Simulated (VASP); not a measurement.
# KCl (Pm-3m) in VASP: a series of runs, part 2 of 2

VASP 6.6.1. The steps go on from the part before.

### Step 3. Single point, PBE

Input file INCAR:

```
SYSTEM = KCl
PREC = Accurate ; ENCUT = 1100
EDIFF = 1E-6 ; ISMEAR = 0
SIGMA = 0.05 ; LREAL = .False.
LASPH = .True. ; NELM = 100
ALGO = Normal ; ISIF = 2
LWAVE = .False. ; LCHARG = .False.
GGA = PE ; NBANDS = 15
ADDGRID = .False.
```

Input file KPOINTS:

```
regular mesh
0
Gamma
  2 2 2
  0 0 0
```

Input file POSCAR:

```
KCl
1.0
    3.8391960000      0.0000000000      0.0000000000
    0.0000000000      3.8391960000      0.0000000000
    0.0000000000      0.0000000000      3.8391960000
K Cl
1 1
Direct
    0.0405710000      0.0040460000      0.0049320000
    0.5021390000      0.4938510000      0.4988730000
```

Potentials or basis: VASP PAW PBE potentials, release 64 (K_sv, Cl_h).

Launch:

```
$ cat potpaw_PBE.64/K_sv/POTCAR potpaw_PBE.64/Cl_h/POTCAR > POTCAR
$ mpirun -np 1 vasp_std > vasp.out
```

OUTCAR:

```text
SYSTEM = KCl
   PREC = Accurate
   ENCUT = 1100
   EDIFF = 1E-6
   ISMEAR = 0
   LREAL = .False.
   LASPH = .True.
   NELM = 100
   ISIF = 2
   GGA = PE

 Found      8 irreducible k-points:

 Following reciprocal coordinates:
            Coordinates               Weight
  0.000000  0.000000  0.000000      1.000000
  0.500000  0.000000  0.000000      1.000000
  0.000000  0.500000  0.000000      1.000000
  0.000000  0.000000  0.500000      1.000000
  0.500000  0.500000  0.000000      1.000000
  0.000000  0.500000  0.500000      1.000000
   k-points           NKPTS =      8   k-points in BZ     NKDIM =      8   number of bands    NBANDS=     15
   number of dos      NEDOS =    301   number of ions     NIONS =      2
   total plane-waves  NPLWV =  74088
   dimension x,y,z NGX =    42 NGY =   42 NGZ =   42
   dimension x,y,z NGXF=    84 NGYF=   84 NGZF=   84
   ions per type =               1   1
   NGX,Y,Z   is equivalent  to a cutoff of  18.19, 18.19, 18.19 a.u.
   NGXF,Y,Z  is equivalent  to a cutoff of  36.37, 36.37, 36.37 a.u.
 SYSTEM =  KCl
   PREC   = accura    normal or accurate (medium, high low for compatibility)
   ISTART =      0    job   : 0-new  1-cont  2-samecut
   ICHARG =      2    charge: 1-file 2-atom 10-const
   ISPIN  =      1    spin polarized calculation?
   LNONCOLLINEAR =      F non collinear calculations
   LSORBIT =      F    spin-orbit coupling
   LASPH  =      T    aspherical Exc in radial PAW
   ENCUT  = 1100.0 eV  80.85 Ry    8.99 a.u.  10.38 10.38 10.38*2*pi/ulx,y,z
   NELM   =    100;   NELMIN=  2; NELMDL= -5     # of ELM steps
   EDIFF  = 0.1E-05   stopping-criterion for ELM
   LREAL  =      F    real-space projection
   EDIFFG = 0.1E-04   stopping-criterion for IOM
   NSW    =      0    number of steps for IOM
   IBRION =     -1    ionic relax: 0-MD 1-quasi-New 2-CG
   NFREE  =      0    steps in history (QN), initial steepest desc. (CG)
   ISIF   =      2    stress and relaxation
   ISYM   =      2    0-nonsym 1-usesym 2-fastsym
   POTIM  = 0.5000    time-step for ionic-motion
   TEBEG  =    0.0;   TEEND  =   0.0 temperature during run
   PSTRESS=    0.0 pullay stress
   NELECT =      16.0000    total number of electrons
   NUPDOWN=      -1.0000    fix difference up-down
   EMIN   =  10.00;   EMAX   =-10.00  energy-range for DOS
   EFERMI =   0.00;   METHOD = LEGACY
   ISMEAR =     0;   SIGMA  =   0.05  broadening in eV -4-tet -1-fermi 0-gaus
   EFERMI_NEDOS =   21; number of points for ismear=-14 and -15
   IALGO  =     38    algorithm
   IMIX   =      4    mixing-type and parameters
     AMIX     =   0.40;   BMIX     =  1.00
     AMIX_MAG =   1.60;   BMIX_MAG =  1.00
  volume/ion in A,a.u.               =      28.29       190.94
  Fermi-wavevector in a.u.,A,eV,Ry     =   1.074504  2.030517 15.708715  1.154558
  Thomas-Fermi vector in A             =   2.210334
   LORBIT       =      0    0 simple, 1 ext, 2 COOP (PROOUT), +10 PAW based schemes
   GGA     = PE    functional components
   LHFCALC =     F    Hartree Fock is set to
   AEXX    =    0.0000 exact exchange contribution
   IVDW    =     0    specifies the selected vdW correction
   LEPSILON=     F    determine dielectric tensor
   LRPA    =     F    only Hartree local field effects (RPA)
 non-spin polarized calculation
 Gauss-broadening in eV      SIGMA  =   0.05
  energy-cutoff  :     1100.00
  volume of cell :       56.59
 maximum number of plane-waves:      4700
 NGX is ok and might be reduce to    42
   NGX = 21   NGY = 21   NGZ = 21

 number of electron      16.0000000 magnetization

 Free energy of the ion-electron system (eV)
  ---------------------------------------------------
  ext. energy  EPLUGINS =         0.00000000
  ---------------------------------------------------
  free energy    TOTEN  =        -6.44704334 eV

  energy without entropy =       -6.44704334  energy(sigma->0) =       -6.44704334

 E-fermi :  -0.1768     XC(G=0):  -8.0532

 val. band max:       -0.4623052636   @ k =   0.0000   0.5000   0.5000
 cond. band min:       4.2469731406   @ k =   0.0000   0.0000   0.0000
 fundamental gap:      4.7092784042
 Fermi energy:        -0.1768070133

 k-point     1 :       0.0000    0.0000    0.0000
  band No.  band energies     occupation
      1     -28.6967      2.00000
      2     -13.0182      2.00000
      3     -12.0825      2.00000
      4     -12.0823      2.00000
      5     -12.0755      2.00000
      6      -0.6750      2.00000
      7      -0.6710      2.00000
      8      -0.6698      2.00000
      9       4.2470      0.00000
     10       5.9848      0.00000
     11       6.0388      0.00000
     12       9.9989      0.00000
     13      10.0365      0.00000
     14      10.0376      0.00000
     15      12.7893      0.00000

 k-point     2 :       0.5000    0.0000    0.0000
  band No.  band energies     occupation
      1     -28.6778      2.00000
      2     -13.2386      2.00000
      3     -12.0528      2.00000
      4     -12.0525      2.00000
      5     -11.8782      2.00000
      6      -2.2386      2.00000
      7      -0.6767      2.00000
      8      -0.6757      2.00000
      9       7.1639      0.00000
     10       7.2744      0.00000
     11       7.7126      0.00000
     12       9.5569      0.00000
     13       9.8574      0.00000
     14       9.9236      0.00000
     15      10.5776      0.00000

 k-point     3 :       0.0000    0.5000    0.0000
  band No.  band energies     occupation
      1     -28.6777      2.00000
      2     -13.2461      2.00000
      3     -12.0558      2.00000
      4     -12.0520      2.00000
      5     -11.8668      2.00000
      6      -2.2401      2.00000
      7      -0.6830      2.00000
      8      -0.6660      2.00000
      9       7.1382      0.00000
     10       7.2784      0.00000
     11       7.6746      0.00000
     12       9.2565      0.00000
     13       9.8921      0.00000
     14      10.2713      0.00000
     15      10.5617      0.00000

 k-point     4 :       0.0000    0.0000    0.5000
  band No.  band energies     occupation
      1     -28.6777      2.00000
      2     -13.2465      2.00000
      3     -12.0558      2.00000
      4     -12.0522      2.00000
      5     -11.8663      2.00000
      6      -2.2402      2.00000
      7      -0.6826      2.00000
      8      -0.6662      2.00000
      9       7.1370      0.00000
     10       7.2790      0.00000
     11       7.6721      0.00000
     12       9.2436      0.00000
     13       9.9005      0.00000
     14      10.2800      0.00000
     15      10.5614      0.00000

 k-point     5 :       0.5000    0.5000    0.0000
  band No.  band energies     occupation
      1     -28.6602      2.00000
      2     -12.7841      2.00000
      3     -12.3032      2.00000
      4     -12.2589      2.00000
      5     -12.0291      2.00000
      6      -1.6706      2.00000
      7      -1.6652      2.00000
      8      -0.4699      2.00000
      9       5.6052      0.00000
     10       6.7126      0.00000
     11       8.3331      0.00000
     12       8.3540      0.00000
     13      10.7237      0.00000
     14      10.7940      0.00000
     15      11.4868      0.00000

 k-point     6 :       0.0000    0.5000    0.5000
  band No.  band energies     occupation
      1     -28.6602      2.00000
      2     -12.7495      2.00000
      3     -12.3013      2.00000
      4     -12.2971      2.00000
      5     -12.0324      2.00000
      6      -1.6681      2.00000
      7      -1.6678      2.00000
      8      -0.4623      2.00000
      9       5.6117      0.00000
     10       6.7543      0.00000
     11       8.3414      0.00000
     12       8.3431      0.00000
     13      10.8388      0.00000
     14      10.8487      0.00000
     15      11.5028      0.00000

 [... further k-points ...]

------------------------ aborting loop because EDIFF is reached ----------------------------------------

  FORCE on cell =-STRESS in cart. coord.  units (eV):
  Direction    XX          YY          ZZ          XY          YZ          ZX
  --------------------------------------------------------------------------------------
  -------------------------------------------------------------------------------------
  Total        0.4849769      0.4860097      0.4863960      0.0241010      0.0040794      0.0144010
  in kB       13.7312727     13.7605147     13.7714505      0.6823775      0.1155008      0.4077399
  external PRESSURE =      13.7544126 kB  Pullay stress =       0.0000000 kB

 VOLUME and BASIS-vectors are now :
 -----------------------------------------------------------------------------
  energy-cutoff  :     1100.00
  volume of cell :       56.59
      direct lattice vectors                 reciprocal lattice vectors
     3.839196000  0.000000000  0.000000000     0.260471203  0.000000000  0.000000000
     0.000000000  3.839196000  0.000000000     0.000000000  0.260471203  0.000000000
     0.000000000  0.000000000  3.839196000     0.000000000  0.000000000  0.260471203

 POSITION                                       TOTAL-FORCE (eV/Angst)
 -----------------------------------------------------------------------------------
      0.15576      0.01553      0.01893        -0.067273     -0.019882     -0.011895
      1.92781      1.89599      1.91527         0.067273      0.019882      0.011895
 -----------------------------------------------------------------------------------
    total drift:                               -0.000151     -0.000019      0.000009

  FREE ENERGIE OF THE ION-ELECTRON SYSTEM (eV)
  ---------------------------------------------------
  free  energy   TOTEN  =        -6.4470433397 eV

  energy  without entropy=       -6.4470433397  energy(sigma->0) =       -6.44704334
```

OSZICAR:

```text
N       E                     dE             d eps       ncg     rms          rms(c)
DAV:   1     0.144200525502E+03    0.14420E+03   -0.10479E+04   240   0.169E+03
DAV:   2     0.308293570627E+01   -0.14112E+03   -0.12287E+03   311   0.309E+02
DAV:   3    -0.630220974866E+01   -0.93851E+01   -0.93000E+01   331   0.695E+01
DAV:   4    -0.681939326623E+01   -0.51718E+00   -0.51700E+00   375   0.134E+01
DAV:   5    -0.682315403414E+01   -0.37608E-02   -0.37607E-02   352   0.146E+00    0.287E+00
DAV:   6    -0.648638858194E+01    0.33677E+00   -0.34383E-01   310   0.340E+00    0.204E+00
DAV:   7    -0.644334622636E+01    0.43042E-01   -0.13770E-01   324   0.233E+00    0.124E+00
DAV:   8    -0.644710108560E+01   -0.37549E-02   -0.24942E-02   355   0.115E+00    0.284E-01
DAV:   9    -0.644685554595E+01    0.24554E-03   -0.27016E-03   324   0.322E-01    0.101E-01
DAV:  10    -0.644704479428E+01   -0.18925E-03   -0.46216E-04   310   0.202E-01    0.466E-02
DAV:  11    -0.644704365100E+01    0.11433E-05   -0.23439E-05   352   0.363E-02    0.252E-02
DAV:  12    -0.644704253485E+01    0.11162E-05   -0.50959E-06   283   0.206E-02    0.545E-03
DAV:  13    -0.644704333969E+01   -0.80484E-06   -0.10972E-06   282   0.817E-03
   1 F= -.64470433E+01 E0= -.64470433E+01  d E =-.332618E-16
```

stdout:

```text
POSCAR found type information on POSCAR K Cl
 POSCAR found :  2 types and       2 ions
 scaLAPACK will be used
 LDA part: xc-table for (Slater+PW92), standard interpolation
 POSCAR, INCAR and KPOINTS ok, starting setup
 FFT: planning ... GRIDC
 FFT: planning ... GRID_SOFT
 FFT: planning ... GRID
 WAVECAR not read
 entering main loop
```

Wall time 12 s (1 thread of Intel Xeon 6975P-C (Granite Rapids), shared host); peak memory 0.24 GiB.

The run converged, but some of its settings lie outside the range that counts as converged, so its numbers aren't taken as properties of the crystal.

What came out:

```
Free energy            : -6.4470 eV
Pressure               : 1.4 GPa
Largest force          : 0.071 eV/Å
Band gap on the k mesh : 4.71 eV, indirect (least direct gap 4.92 eV)
```

Caveat: the k mesh is coarse (spacing up to 0.82 Å⁻¹), so the values aren't converged.

### Step 4. Single point, PBE

INCAR: that of step 3 with these lines changed.

```diff
@@ -1,3 +1,3 @@
 SYSTEM = KCl
-PREC = Accurate ; ENCUT = 1100
+PREC = Accurate ; ENCUT = 500
 EDIFF = 1E-6 ; ISMEAR = 0
```

Input file KPOINTS:

```
regular mesh
0
Gamma
  3 3 3
  0 0 0
```

Input file POSCAR:

```
KCl
1.0
    3.8391960000      0.0000000000      0.0000000000
    0.0000000000      3.8391960000      0.0000000000
    0.0000000000      0.0000000000      3.8391960000
K Cl
1 1
Direct
    0.0000000000      0.0000000000      0.0000000000
    0.5000000000      0.5000000000      0.5000000000
```

Launch:

```
$ cat potpaw_PBE.64/K_sv/POTCAR potpaw_PBE.64/Cl_h/POTCAR > POTCAR
$ mpirun -np 1 vasp_std > vasp.out
```

Run time: 2.6 s. Hardware: 1 thread of Intel Xeon 6975P-C (Granite Rapids), shared host; peak memory 0.15 GiB.

The run converged, but some of its settings lie outside the range that counts as converged, so its numbers aren't taken as properties of the crystal.

What came out:

```yaml
Free_energy: -6.6394 eV
Pressure: 0.0 GPa
Band_gap_on_the_k_mesh: 4.88 eV, indirect (least direct gap 4.99 eV)
```

Caveat: the k mesh is coarse (spacing up to 0.55 Å⁻¹), so the values aren't converged; the cutoff is under 1.25 times the usual one of these potentials, so pressure, stress and relaxed cells hold a basis-set (Pulay) error; an odd mesh through Γ misses points on the zone boundary, where band edges often lie.

### Step 5. The reference run

An earlier run on the cell as given: functional PBEsol; potentials or basis VASP PAW PBE potentials, release 64 (K_sv, Cl); cutoff 520 eV; k mesh 7 × 7 × 7; occupations fermi-dirac, width 0.05 eV; no spin polarisation.

* Pressure: -1.4 GPa
* Band gap on the k mesh: 4.64 eV, indirect (least direct gap 4.83 eV)
